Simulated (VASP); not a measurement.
The system is SnSe.

```xyz
8
Lattice="11.4865 0.0000 0.0000 0.0000 4.1722 0.0000 0.0000 0.0000 4.3797" Properties=species:S:1:pos:R:3 pbc="T T T"
Sn    1.3512    1.0431    0.4080
Sn    4.3921    3.1292    2.5979
Sn    7.0944    1.0431    1.7818
Sn   10.1353    3.1292    3.9716
Se    4.1010    1.0431    0.0964
Se    1.6423    3.1292    2.2863
Se    9.8442    1.0431    2.0934
Se    7.3855    3.1292    4.2832
```

Program: VASP 6.6.1. Alike in all runs: task band structure; potentials or basis VASP PAW PBE potentials, release 64 (Sn_d, Se); cell as given; cutoff (eV) 520; smearing gaussian 0.03 eV. Hardware: 2 MPI ranks on Intel(R) Xeon(R) 6975P-C (Granite Rapids) (shared host).

Q: Order these runs on this cell by their wall time, lowest first.
A. level TB-mBJ; spin off; k mesh 4 × 8 × 8
B. level PBE+D3(BJ); spin SOC, no magnetisation; k mesh 2 × 6 × 6
C. level PBE+D3(BJ); spin off; k mesh 4 × 8 × 8

A: C (490 s), A (1000 s), B (2300 s).
